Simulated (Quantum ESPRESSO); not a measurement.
## Tc: band structure with PBE

The system is Tc.

```
Tc
1.0
     2.74000    0.00000    0.00000
    -1.37000    2.37291    0.00000
     0.00000    0.00000    4.39800
Tc
2
Cartesian
  1.3700 0.7910 3.2985
  0.0000 1.5819 1.0995
```

```
Program             : Quantum ESPRESSO 7.5
Task                : band structure
Functional          : PBE
Potentials or basis : PseudoDojo 0.4 FR PBE standard
Cutoff              : 1143 eV
Density cutoff      : 4572 eV
k mesh              : 11 × 11 × 6
Occupations         : fermi-dirac, width 0.05 eV
Spin                : spin-orbit coupling, no magnetisation
Mixing beta         : 0.5
Most SCF iterations : 120
SCF threshold       : 4e-10 Ry
```

```json
{"Pressure": "3.8 GPa", "Band gap on the k mesh": "none (metal or under the smearing width)"}
```

Stress tensor (GPa, compression positive):
```
3.84 0.00 0.00
0.00 3.84 0.00
0.00 0.00 3.65
```

Levels at the corners of the path, in eV from the Fermi level:
```tsv
point	band 28	band 29	band 30	band 31	band 32	band 33
Γ	-0.96	-0.72	-0.72	-0.16	-0.16	-0.04
M	-0.93	-0.50	-0.50	2.94	2.94	3.27
K	-1.85	-0.04	-0.04	2.25	2.25	2.37
Γ	-0.96	-0.72	-0.72	-0.16	-0.16	-0.04
A	-1.76	-1.59	-1.59	-1.59	-1.59	1.84
L	0.14	1.43	1.43	1.43	1.43	3.20
H	-1.77	-0.18	-0.18	-0.01	-0.01	2.60
A	-1.76	-1.59	-1.59	-1.59	-1.59	1.84
L	0.14	1.43	1.43	1.43	1.43	3.20
M	-0.93	-0.50	-0.50	2.94	2.94	3.27
K	-1.85	-0.04	-0.04	2.25	2.25	2.37
H	-1.77	-0.18	-0.18	-0.01	-0.01	2.60
```

Wall time 4.8 min on 1 thread of Arm Neoverse V2 (shared host), peak memory 0.3 GiB.
